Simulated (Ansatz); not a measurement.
**SrAgCl3 (model cell, started as cubic perovskite with Sr in the octahedra): phonons and vibrational spectra**

Task: relax SrAgCl3 (model cell, started as cubic perovskite with Sr in the octahedra), then find its harmonic phonons.

Method: DFT PBEsol, scalar-relativistic, plane waves, PAW; PAW set soft_1, in Ansatz 0.2.0.

The structure was built from a prototype and need not be the compound's stable phase.

### 1. Set-up

The structure is cubic, space group Pm-3m (No. 221). The conventional cell has a = 5.860 Å, b = 5.860 Å, c = 5.860 Å, α = 90.00°, β = 90.00°, γ = 90.00°. Nearest to Ag lie 12 Cl at 4.14 Å. Sr has 6 Cl at 2.93 Å nearest. Nearest to Cl lie 2 Sr at 2.93 Å. Farther neighbours and most contacts between anions are not listed.

### 2. Bringing the structure to rest

Harmonic phonons are second derivatives at a point where the forces vanish, and they are wanted at zero stress, so atoms and cell are relaxed first.

The input, input.yaml:

```yaml
crystal:
  lattice:
    - [5.8604, 0.0, 0.0]
    - [0.0, 5.8604, 0.0]
    - [0.0, 0.0, 5.8604]
  atoms:
    - { symbol: Ag, position: [0.0, 0.0, 0.0] }
    - { symbol: Sr, position: [0.5, 0.5, 0.5] }
    - { symbol: Cl, position: [0.5, 0.5, 0.0] }
    - { symbol: Cl, position: [0.5, 0.0, 0.5] }
    - { symbol: Cl, position: [0.0, 0.5, 0.5] }
kpoints:
  mp_grid: { grid: [4, 4, 4] }
hamiltonian:
  xc: pbesol
  pseudopotentials: { kind: paw, azcp: { folder: soft_1 }, xc_functional: pbe }
scf:
  occupations: { method: gaussian, width: 0.02 }
output:
  forces: true
  stress: true
  eigenvalues: true
relax:
  adjacent_minimum: "off"
  f_tol: 0.005
  max_steps: 80
  cell: { stress_tol: 0.05 }
```

The run is started by

```
$ ansatz run input.yaml --threads 4 --pin off --max-ram 16384MiB --backend cpu --events-out ev --progress --plain --runs-dir out
```

Numbers of over 12 decimals in the logs are rounded to 6 here.

Output:

```text
Engine: ansatz 0.2.0, aarch64-unknown-linux-gnu
Pseudopotentials: kind: paw
Pseudopotential: Ag, paw, valence charge 19, recommended cutoff 420 eV (normal), soft_1/Ag.paw.azcp
Pseudopotential: Sr, paw, valence charge 10, recommended cutoff 420 eV (normal), soft_1/Sr.paw.azcp
Pseudopotential: Cl, paw, valence charge 7, recommended cutoff 420 eV (normal), soft_1/Cl.paw.azcp
Functional definition: PBEsol
  exchange = pbesol_x
  correlation = pbesol_c
Crystal: 5 atoms, lattice volume = 201.271 Å³
Basis set: ecut = 420 eV, 3887 PW (Γ), exchange–correlation on 80×80×80 points (8 copies of the dense FFT grid, shifted against one another)
Bands: 30, of which v1, the nominal top of the filled ones, is band 25 counted from 1 (24 counted from 0)
Symmetry: 48 space group operations
Space group: Pm-3m (ITA 221), of the structure as read, at distance tolerance 5.9e-5 Å
k-points: 10 of 64
Non-local potential: Ag, projectors of the file, l = 0: 3, l = 1: 2, l = 2: 2, l = 3: 1
Non-local potential: Sr, projectors of the file, l = 0: 3, l = 1: 2, l = 2: 2
Non-local potential: Cl, projectors of the file, l = 0: 2, l = 1: 2, l = 2: 1
PAW form: soft (Blöchl's): semilocal exchange-correlation on the pseudo side does not see the compensation charge
PAW frozen core: Ag, regenerated for the run's functional, and the local potential with it (the file was generated under x = pbe(κ = 0.804, μ = 0.219515), c = pbe(β = 0.066725))
PAW frozen core: Sr, regenerated for the run's functional, and the local potential with it (the file was generated under x = pbe(κ = 0.804, μ = 0.219515), c = pbe(β = 0.066725))
PAW frozen core: Cl, regenerated for the run's functional, and the local potential with it (the file was generated under x = pbe(κ = 0.804, μ = 0.219515), c = pbe(β = 0.066725))
PAW one-centre angular grid: Ag, 590 points (default); XC on 64 Gauss nodes
PAW one-centre angular grid: Sr, 110 points (default); XC on 64 Gauss nodes
PAW one-centre angular grid: Cl, 110 points (default); XC on 64 Gauss nodes
Initial density: superposition of atomic densities (chi_scale 0.1, normalization cell), built separately for each of the 2 bonded fragments (scf.initial_density.interfragment_charge_transfer: auto; true builds it for the cell as a whole; a typed value also counts as a typed key of the start: scf.initial_density.chi_scale says what that changes, if anything)
Initial wavefunctions: pseudopotential atomic-orbital guess
Functional: x = pbesol(κ = 0.804, μ = 0.123457), c = pbesol(β = 0.046)
SCF iter   1: F=—  HF=-14205.260753 eV  |F-HF|=—  |Δ(HF+E_count)|=         —  Δρ=2.94e-2  dr2=5.71e0  ethr=3.10e-3  ⟨swp⟩=12.4  Hψ=1840  notcnv=0
preconditioner: auto → Resta (q_TF=auto, 2.163 Å⁻¹)  ε∞=5.7  [insulator: Δε(μ)=2.086 eV  Ē_g=7.041 eV  σ=0.020 eV  W_gap=1.00  n_scr=32 (ndim 8)  ℏωp=15.3 eV  f_vac=0.087  D(μ)=0.00/eV (n_scr^D=0)  ε∞_Penn≈5.7]
SCF iter   2: F=—  HF=-14203.660641 eV  |F-HF|=—  |Δ(HF+E_count)|=    1.60e0  Δρ=1.64e-2  dr2=2.50e0  ethr=3.10e-3  ⟨swp⟩=3.9  Hψ=702  notcnv=0  defer=10
SCF iter   3: F=—  HF=-14202.451596 eV  |F-HF|=—  |Δ(HF+E_count)|=    1.21e0  Δρ=6.47e-3  dr2=2.70e-1  ethr=3.10e-3  ⟨swp⟩=3.9  Hψ=682  notcnv=0  defer=10
SCF iter   4: F=—  HF=-14202.359104 eV  |F-HF|=—  |Δ(HF+E_count)|=   9.25e-2  Δρ=4.35e-3  dr2=4.01e-2  ethr=5.39e-4  ⟨swp⟩=3.9  Hψ=614  notcnv=0  defer=10
SCF iter   5: F=—  HF=-14202.354623 eV  |F-HF|=—  |Δ(HF+E_count)|=   4.48e-3  Δρ=1.33e-3  dr2=3.83e-3  ethr=8.02e-5  ⟨swp⟩=2.9  Hψ=685  notcnv=0  defer=10
SCF iter   6: F=—  HF=-14202.357105 eV  |F-HF|=—  |Δ(HF+E_count)|=   2.48e-3  Δρ=4.25e-4  dr2=4.93e-4  ethr=7.67e-6  ⟨swp⟩=2.9  Hψ=545  notcnv=0  defer=10
SCF iter   7: F=—  HF=-14202.358079 eV  |F-HF|=—  |Δ(HF+E_count)|=   9.75e-4  Δρ=7.97e-5  dr2=2.54e-5  ethr=9.86e-7  ⟨swp⟩=2.0  Hψ=506  notcnv=0  defer=10
SCF iter   8: F=—  HF=-14202.358287 eV  |F-HF|=—  |Δ(HF+E_count)|=   2.07e-4  Δρ=2.22e-5  dr2=1.81e-6  ethr=5.08e-8  ⟨swp⟩=2.0  Hψ=485  notcnv=0  defer=10
SCF iter   9: F=—  HF=-14202.358293 eV  |F-HF|=—  |Δ(HF+E_count)|=   6.14e-6  Δρ=6.19e-6  dr2=1.32e-7  ethr=3.61e-9  ⟨swp⟩=2.0  Hψ=495  notcnv=0  defer=10
SCF iter  10: F=-14202.358293 eV  HF=-14202.358293 eV  |F-HF|=2.11e-8  |Δ(HF+E_count)|=   5.11e-7  Δρ=1.56e-6  dr2=7.27e-9  ethr=2.00e-10  ⟨swp⟩=14.4  Hψ=1832  notcnv=0
SCF 1 converged in 10 iterations: F = -14202.358293 eV  dr2 = 7.27e-9
  greatest PAW one-centre occupation: 1.000 electrons in one spin orbital (limit 2), on the Ag atom at site 0 (counted from 0), in its partial waves of l = 0
relax step   1: F+E_penalty+E_count = -14202.35829337 eV  Δ(F+E_penalty+E_count) = +0.000e0 eV  max|allowed force component| = 6.469e-30 eV/Å  Δτ_max = 0.0000 Å  P = -2.960 GPa  Ω = 201.271 Å³  (10 SCF iters, dr2 threshold 1.00e-7 eV, accepted)
Crystal: 5 atoms, lattice volume = 185.806 Å³
Basis set: ecut = 420 eV, 3695 PW (Γ), exchange–correlation on 80×80×80 points (8 copies of the dense FFT grid, shifted against one another)
Initial density: handed on by an earlier stage of this run
Initial wavefunctions: those handed on with the density
iter 1 solved again at ethr=8.29e-5 eV; its pass at ethr=3.10e-3 eV (dr2=4.14e-2 eV) is discarded
SCF iter   1: F=—  HF=-14202.625619 eV  |F-HF|=—  |Δ(HF+E_count)|=         —  Δρ=3.05e-3  dr2=4.52e-2  ethr=8.29e-5  ⟨swp⟩=2.5  Hψ=1850  notcnv=0
preconditioner: auto → Resta (q_TF=auto, 2.192 Å⁻¹)  ε∞=3.7  [insulator: Δε(μ)=1.160 eV  Ē_g=10.396 eV  σ=0.020 eV  W_gap=1.00  n_scr=26 (ndim 8)  ℏωp=17.2 eV  f_vac=0.118  D(μ)=0.00/eV (n_scr^D=0)  ε∞_Penn≈3.7]
SCF iter   2: F=—  HF=-14202.611218 eV  |F-HF|=—  |Δ(HF+E_count)|=   1.44e-2  Δρ=1.58e-3  dr2=1.35e-2  ethr=8.29e-5  ⟨swp⟩=3.2  Hψ=469  notcnv=0
SCF iter   3: F=—  HF=-14202.605611 eV  |F-HF|=—  |Δ(HF+E_count)|=   5.61e-3  Δρ=5.26e-4  dr2=1.34e-3  ethr=2.71e-5  ⟨swp⟩=3.8  Hψ=613  notcnv=0
SCF iter   4: F=—  HF=-14202.605263 eV  |F-HF|=—  |Δ(HF+E_count)|=   3.48e-4  Δρ=2.09e-4  dr2=1.21e-4  ethr=2.68e-6  ⟨swp⟩=3.3  Hψ=638  notcnv=0
SCF iter   5: F=—  HF=-14202.605409 eV  |F-HF|=—  |Δ(HF+E_count)|=   1.47e-4  Δρ=1.01e-4  dr2=2.12e-5  ethr=2.42e-7  ⟨swp⟩=2.0  Hψ=559  notcnv=0
SCF iter   6: F=—  HF=-14202.605416 eV  |F-HF|=—  |Δ(HF+E_count)|=   6.84e-6  Δρ=2.56e-5  dr2=1.85e-6  ethr=4.23e-8  ⟨swp⟩=2.1  Hψ=527  notcnv=0
SCF iter   7: F=-14202.605421 eV  HF=-14202.605421 eV  |F-HF|=2.73e-7  |Δ(HF+E_count)|=   4.31e-6  Δρ=5.44e-6  dr2=9.08e-8  ethr=1.00e-9  ⟨swp⟩=9.1  Hψ=1537  notcnv=0
SCF 2 converged in 7 iterations: F = -14202.605421 eV  dr2 = 9.08e-8
relax step   2: F+E_penalty+E_count = -14202.60542088 eV  Δ(F+E_penalty+E_count) = -2.471e-1 eV  max|allowed force component| = 2.787e-30 eV/Å  Δτ_max = 0.0000 Å  P = -2.058 GPa  Ω = 185.806 Å³  energy of the carried Pulay correction = +9.020e-4 eV  (7 SCF iters, dr2 threshold 5.00e-7 eV, accepted)
Crystal: 5 atoms, lattice volume = 159.272 Å³
Basis set: ecut = 420 eV, 3119 PW (Γ), exchange–correlation on 80×80×80 points (8 copies of the dense FFT grid, shifted against one another)
iter 1 solved again at ethr=3.05e-4 eV; its pass at ethr=3.10e-3 eV (dr2=1.53e-1 eV) is discarded
SCF iter   1: F=—  HF=-14202.789612 eV  |F-HF|=—  |Δ(HF+E_count)|=         —  Δρ=6.20e-3  dr2=1.54e-1  ethr=3.05e-4  ⟨swp⟩=1.4  Hψ=2081  notcnv=0
preconditioner: auto → Resta (q_TF=auto, 2.249 Å⁻¹)  ε∞=4.0  [insulator: Δε(μ)=1.254 eV  Ē_g=10.668 eV  σ=0.020 eV  W_gap=1.00  n_scr=26 (ndim 8)  ℏωp=18.6 eV  f_vac=0.061  D(μ)=0.00/eV (n_scr^D=0)  ε∞_Penn≈4.0]
SCF iter   2: F=—  HF=-14202.739733 eV  |F-HF|=—  |Δ(HF+E_count)|=   4.99e-2  Δρ=3.36e-3  dr2=5.02e-2  ethr=3.05e-4  ⟨swp⟩=3.4  Hψ=491  notcnv=0
SCF iter   3: F=—  HF=-14202.717739 eV  |F-HF|=—  |Δ(HF+E_count)|=   2.20e-2  Δρ=1.23e-3  dr2=4.04e-3  ethr=1.00e-4  ⟨swp⟩=4.0  Hψ=678  notcnv=0
SCF iter   4: F=—  HF=-14202.716725 eV  |F-HF|=—  |Δ(HF+E_count)|=   1.01e-3  Δρ=5.63e-4  dr2=5.69e-4  ethr=8.09e-6  ⟨swp⟩=2.4  Hψ=668  notcnv=0  defer=10
SCF iter   5: F=—  HF=-14202.716739 eV  |F-HF|=—  |Δ(HF+E_count)|=   1.38e-5  Δρ=1.65e-4  dr2=6.16e-5  ethr=1.14e-6  ⟨swp⟩=2.0  Hψ=467  notcnv=0  defer=10
SCF iter   6: F=—  HF=-14202.716840 eV  |F-HF|=—  |Δ(HF+E_count)|=   1.02e-4  Δρ=4.75e-5  dr2=5.11e-6  ethr=1.23e-7  ⟨swp⟩=2.3  Hψ=480  notcnv=0  defer=10
SCF iter   7: F=-14202.716851 eV  HF=-14202.716851 eV  |F-HF|=4.94e-7  |Δ(HF+E_count)|=   1.04e-5  Δρ=8.90e-6  dr2=1.71e-7  ethr=1.00e-9  ⟨swp⟩=9.5  Hψ=1760  notcnv=0
SCF 3 converged in 7 iterations: F = -14202.716851 eV  dr2 = 1.71e-7
relax step   3: F+E_penalty+E_count = -14202.71685122 eV  Δ(F+E_penalty+E_count) = -1.114e-1 eV  max|allowed force component| = 3.334e-29 eV/Å  Δτ_max = 0.0000 Å  P = +1.226 GPa  Ω = 159.272 Å³  energy of the carried Pulay correction = +2.782e-3 eV  (7 SCF iters, dr2 threshold 5.00e-7 eV, accepted)
[...]
relax step   4: F+E_penalty+E_count = -14202.74200468 eV  Δ(F+E_penalty+E_count) = -2.515e-2 eV  max|allowed force component| = 3.829e-29 eV/Å  Δτ_max = 0.0000 Å  P = -0.228 GPa  Ω = 168.238 Å³  energy of the carried Pulay correction = +2.092e-3 eV  (7 SCF iters, dr2 threshold 5.00e-7 eV, accepted)
[...]
relax step   5: F+E_penalty+E_count = -14202.74325589 eV  Δ(F+E_penalty+E_count) = -1.251e-3 eV  max|allowed force component| = 4.339e-30 eV/Å  Δτ_max = 0.0000 Å  P = -0.019 GPa  Ω = 166.765 Å³  energy of the carried Pulay correction = +2.201e-3 eV  (6 SCF iters, dr2 threshold 1.30e-7 eV, accepted)
Initial wavefunctions: pseudopotential atomic-orbital guess (no wavefunctions were taken with the density)
iter 1 solved again at ethr=7.06e-7 eV; its pass at ethr=3.10e-3 eV (dr2=3.53e-4 eV) is discarded
SCF iter   1: F=—  HF=-14202.741193 eV  |F-HF|=—  |Δ(HF+E_count)|=         —  Δρ=1.93e-4  dr2=7.84e-6  ethr=7.06e-7  ⟨swp⟩=4.0  Hψ=2623  notcnv=0
preconditioner: auto → Resta (q_TF=auto, 2.232 Å⁻¹)  ε∞=4.0  [insulator: Δε(μ)=1.309 eV  Ē_g=10.545 eV  σ=0.020 eV  W_gap=1.00  n_scr=26 (ndim 8)  ℏωp=18.2 eV  f_vac=0.078  D(μ)=0.00/eV (n_scr^D=0)  ε∞_Penn≈4.0]
SCF iter   2: F=—  HF=-14202.741283 eV  |F-HF|=—  |Δ(HF+E_count)|=   9.06e-5  Δρ=9.49e-5  dr2=2.62e-6  ethr=1.57e-8  ⟨swp⟩=2.0  Hψ=529  notcnv=0
SCF iter   3: F=—  HF=-14202.741277 eV  |F-HF|=—  |Δ(HF+E_count)|=   5.88e-6  Δρ=2.84e-5  dr2=1.69e-7  ethr=5.25e-9  ⟨swp⟩=2.0  Hψ=352  notcnv=0
SCF iter   4: F=—  HF=-14202.741278 eV  |F-HF|=—  |Δ(HF+E_count)|=   2.64e-7  Δρ=1.45e-6  dr2=3.26e-9  ethr=3.39e-10  ⟨swp⟩=2.0  Hψ=496  notcnv=0
SCF iter   5: F=—  HF=-14202.741278 eV  |F-HF|=—  |Δ(HF+E_count)|=   2.71e-9  Δρ=4.20e-7  dr2=3.49e-10  ethr=6.51e-12  ⟨swp⟩=2.3  Hψ=553  notcnv=0
SCF iter   6: F=-14202.741278 eV  HF=-14202.741278 eV  |F-HF|=4.18e-11  |Δ(HF+E_count)|=  7.28e-12  Δρ=1.05e-7  dr2=2.97e-11  ethr=1.00e-12  ⟨swp⟩=6.2  Hψ=1265  notcnv=0
SCF 6 converged in 6 iterations: F = -14202.741278 eV  dr2 = 2.97e-11
relax step   6: F+E_penalty+E_count = -14202.74127768 eV  Δ(F+E_penalty+E_count) = +1.978e-3 eV  max|allowed force component| = 7.573e-30 eV/Å  Δτ_max = 0.0000 Å  P = -0.023 GPa  Ω = 166.765 Å³  stress off target by 2.32e-2 GPa  SCF on the basis re-selected at this cell (its energy is not comparable with the rows above)  (6 SCF iters)
basis re-selected at this cell: Δ(F+E_penalty+E_count) = +1.978e-3 eV, ΔP = -0.005 GPa vs the last step (what re-selecting the basis moved, of the pressure what is left beyond the Pulay correction that the steps carried, after the strain that the cell walked since its last selection, with what the two solves' SCF thresholds leave and, on support functions, any second-order correction that the steps lacked; it is no m [...]
SCF converged after 6 iterations
Free energy (F): -14202.741278 eV
Harris-Foulkes:  -14202.741278 eV  (|F-HF|=4.18e-11)
Internal energy: -14202.741278 eV  (E = F + TS)
E sigma→0 (E₀):  -14202.741278 eV
Fermi energy:    2.217154 eV
--- Per-component energies (eV) ---
  E_band       = -679.551573
  E_kinetic    = 1160.178552
  E_local      = -5225.306922  (includes V_loc(G=0)·N_el)
  E_nonlocal   = 368.250296
  E_hartree    = 2137.370497
  E_xc         = -646.757556
  E_vxc        = -698.420592  (∫ρ·V_xc dr)
  E_paw        = -8457.336756  (= ΣΔE_a)
  E_vpaw       = -558.994662  (= ΣTr[D̂ρ^β])
  E_aug_tail   = 0.000688  (compensation charges beyond the density's cutoff)
  E_ewald      = -3539.832461
  E_core_change = 0.692385  (= ΣΔE_core)
  E_smearing   = -0.000000  (= −TS)
  E_closure    = -0.000000  (closes the sum)
  Σ components = -14202.741278   (vs F -14202.741278, Δ=0.00e0)
--- Forces (eV/Å), atoms counted from 1 ---
  atom   1  Ag     0.00000000    -0.00000000    -0.00000000
  atom   2  Sr    -0.00000000     0.00000000    -0.00000000
  atom   3  Cl     0.00000000     0.00000000    -0.00000000
  atom   4  Cl    -0.00000000    -0.00000000    -0.00000000
  atom   5  Cl     0.00000000    -0.00000000     0.00000000
  max |Σ_I F_I| component: 4.21e-30 eV/Å
--- Stress (GPa, compression-positive) ---
       -0.023150      -0.000000       0.000000
       -0.000000      -0.023150      -0.000000
        0.000000      -0.000000      -0.023150
  P = ⅓ Tr σ = -0.0232 GPa (-0.232 kbar)
--- Band table (eV; the first three rows and the last of 10) ---
  k-point 0: bands = [... 21 lower, 1.0821, 1.3276, 1.3276, 1.3276, 2.8714, 7.7136, 7.7136, 7.7136, ... 1 higher]
  k-point 1: bands = [... 21 lower, 0.9863, 1.0690, 1.2926, 1.2926, 3.3859, 7.6757, 7.7600, 8.0592, ... 1 higher]
  k-point 2: bands = [... 21 lower, 0.7438, 1.0566, 1.2938, 1.2938, 3.9424, 6.7328, 7.8091, 8.2042, ... 1 higher]
  k-point 9: bands = [... 21 lower, 0.0929, 1.5494, 1.5494, 1.5494, 3.3212, 8.6705, 8.6705, 8.6705, ... 1 higher]
--- Relaxed structure (5 steps of the walk, 5 accepted, 1 SCFs on fresh bases) ---
  F+E_penalty+E_count = -14202.74127768 eV   max|allowed force component| = 7.573e-30 eV/Å   (the final SCF, on the basis selected at the relaxed cell)
  cell:  # Å, volume = 166.7652 Å³
    - [5.504296, 0, 0]
    - [0, 5.504296, 0]
    - [0, 0, 5.504296]
  atoms:
    - { symbol: Ag, position: [0, 0, 0] }
    - { symbol: Sr, position: [0.5, 0.5, 0.5] }
    - { symbol: Cl, position: [0.5, 0.5, 0] }
    - { symbol: Cl, position: [0.5, 0, 0.5] }
    - { symbol: Cl, position: [0, 0.5, 0.5] }
```

It took 8.7 s on 4 threads of Arm Neoverse V1, shared host; peak memory 0.49 GiB.

The steps of the relaxation:

| step | energy less that of the first step (eV) | largest force component (eV/Å) | pressure (GPa) | volume (Å³) |
| --- | --- | --- | --- | --- |
| 1 | 0.0000 | 0.0000 | -2.96 | 201.27 |
| 2 | -0.2471 | 0.0000 | -2.06 | 185.81 |
| 3 | -0.3586 | 0.0000 | 1.23 | 159.27 |
| 4 | -0.3837 | 0.0000 | -0.23 | 168.24 |
| 5 | -0.3850 | 0.0000 | -0.02 | 166.77 |
| 6* | -0.3830 | 0.0000 | -0.02 | 166.77 |

Relaxation steps marked * repeat the geometry before them on a plane-wave basis chosen anew for their cell, so energy and pressure can jump there.

The run keeps the 48 symmetry operations that it works with, so distortions that break them were not tested.

| conventional cell, symmetrised | before | after | change |
| --- | --- | --- | --- |
| a (Å) | 5.860 | 5.504 | -6.1 % |
| b (Å) | 5.860 | 5.504 | -6.1 % |
| c (Å) | 5.860 | 5.504 | -6.1 % |
| volume (Å³/atom) | 40.25 | 33.35 | -17.1 % |

The relaxed structure:

```
Ag Sr Cl
1.0
     5.50430    0.00000    0.00000
     0.00000    5.50430    0.00000
     0.00000    0.00000    5.50430
Ag Sr Cl
1 1 3
Direct
  0.00000 0.00000 0.00000
  0.50000 0.50000 0.50000
  0.50000 0.50000 0.00000
  0.50000 0.00000 0.50000
  0.00000 0.50000 0.50000
```

Numbers from this step:

| Item | Value |
| --- | --- |
| pressure | -0.02315 GPa |
| gap on the k-mesh | 1.309 eV |
| volume per atom | 33.35 Å³ |
| direct gap on mesh | 1.544 eV |

In this step the volume went from 40.25 to 33.35 Å³/atom.

### 3. Relaxation

The relaxation is repeated from its end on the same settings, as a check that it has come to rest.

Edit input.yaml of step 2 so:

```diff
@@ -2,5 +2,5 @@
   lattice:
-    - [5.8604, 0.0, 0.0]
-    - [0.0, 5.8604, 0.0]
-    - [0.0, 0.0, 5.8604]
+    - [5.5042964179, 0.0, 0.0]
+    - [0.0, 5.5042964179, 0.0]
+    - [0.0, 0.0, 5.5042964179]
   atoms:
```

Output:

```text
[...]
Crystal: 5 atoms, lattice volume = 166.765 Å³
Basis set: ecut = 420 eV, 3239 PW (Γ), exchange–correlation on 80×80×80 points (8 copies of the dense FFT grid, shifted against one another)
Bands: 30, of which v1, the nominal top of the filled ones, is band 25 counted from 1 (24 counted from 0)
Symmetry: 48 space group operations
[...]
k-points: 10 of 64
[...]
--- Relaxed structure (1 steps of the walk, 1 accepted, 1 SCFs on fresh bases) ---
[...]
cell:  # Å, volume = 166.7652 Å³
    - [5.5042964179, 0.0, 0.0]
    - [0.0, 5.5042964179, 0.0]
    - [0.0, 0.0, 5.5042964179]
  atoms:
    - { symbol: Ag, position: [0.0, 0.0, 0.0] }
    - { symbol: Sr, position: [0.5, 0.5, 0.5] }
    - { symbol: Cl, position: [0.5, 0.5, 0.0] }
    - { symbol: Cl, position: [0.5, 0.0, 0.5] }
    - { symbol: Cl, position: [0.0, 0.5, 0.5] }
[key lines of the parts left out:]
SCF converged after 5 iterations
Free energy (F): -14202.741278 eV
Fermi energy:    2.217153 eV
P = ⅓ Tr σ = -0.0231 GPa (-0.231 kbar)
```

The job ended after 2.9 s (4 threads; peak memory 0.46 GiB).

Little changed from the start: no atom moved by 0.005 Å and no cell edge by 0.1 %.

In this step the volume went from 33.35 to 33.35 Å³/atom.

### 4. Relaxing to small forces for the phonons, k-mesh 4×4×4

Phonons need a cell at rest on their own settings, so the relaxation is repeated with tight tolerances on forces and stress on the k mesh and occupations of the first response run.

Edit input.yaml of step 3 so:

```diff
@@ -17,3 +17,3 @@
 scf:
-  occupations: { method: gaussian, width: 0.02 }
+  occupations: { method: fixed }
 output:
@@ -24,4 +24,4 @@
   adjacent_minimum: "off"
-  f_tol: 0.005
-  max_steps: 80
-  cell: { stress_tol: 0.05 }
+  f_tol: 0.001
+  max_steps: 60
+  cell: { stress_tol: 0.01 }
```

Output:

```text
[...]
Crystal: 5 atoms, lattice volume = 166.765 Å³
Basis set: ecut = 420 eV, 3239 PW (Γ), exchange–correlation on 80×80×80 points (8 copies of the dense FFT grid, shifted against one another)
Bands: 30, of which v1, the nominal top of the filled ones, is band 25 counted from 1 (24 counted from 0)
Symmetry: 48 space group operations
[...]
k-points: 10 of 64
[...]
--- Relaxed structure (2 steps of the walk, 2 accepted, 1 SCFs on fresh bases) ---
[...]
cell:  # Å, volume = 166.6687 Å³
    - [5.503234, 0, 0]
    - [0, 5.503234, 0]
    - [0, 0, 5.503234]
  atoms:
    - { symbol: Ag, position: [0, 0, 0] }
    - { symbol: Sr, position: [0.5, 0.5, 0.5] }
    - { symbol: Cl, position: [0.5, 0.5, 0] }
    - { symbol: Cl, position: [0.5, 0, 0.5] }
    - { symbol: Cl, position: [0, 0.5, 0.5] }
[key lines of the parts left out:]
SCF converged after 7 iterations
Free energy (F): -14202.741295 eV
Fermi energy:    1.567020 eV
P = ⅓ Tr σ = -0.0091 GPa (-0.091 kbar)
```

Elapsed: 3.5 s, on 4 threads; peak memory 0.46 GiB.

Little changed from the start: no atom moved by 0.005 Å and no cell edge by 0.1 %.

This step gave:

```yaml
pressure: -0.009071 GPa
volume_per_atom: 33.33 Å³
```

The forces vanish by symmetry and the pressure is -0.009 GPa, within the tolerances set. The cell now holds 33.33 Å³/atom.

(Part 1 of 3 ends here.)

[Logs are printed without paths, hosts, clocks, repeated set-up lines and the standing remarks that a program may print on its own settings, such as how far it seeks lower states.]

[Hosts, paths, dates, database ids (printed as entryN), source tags and the programs' standing remarks are cut or masked in the printed files.]
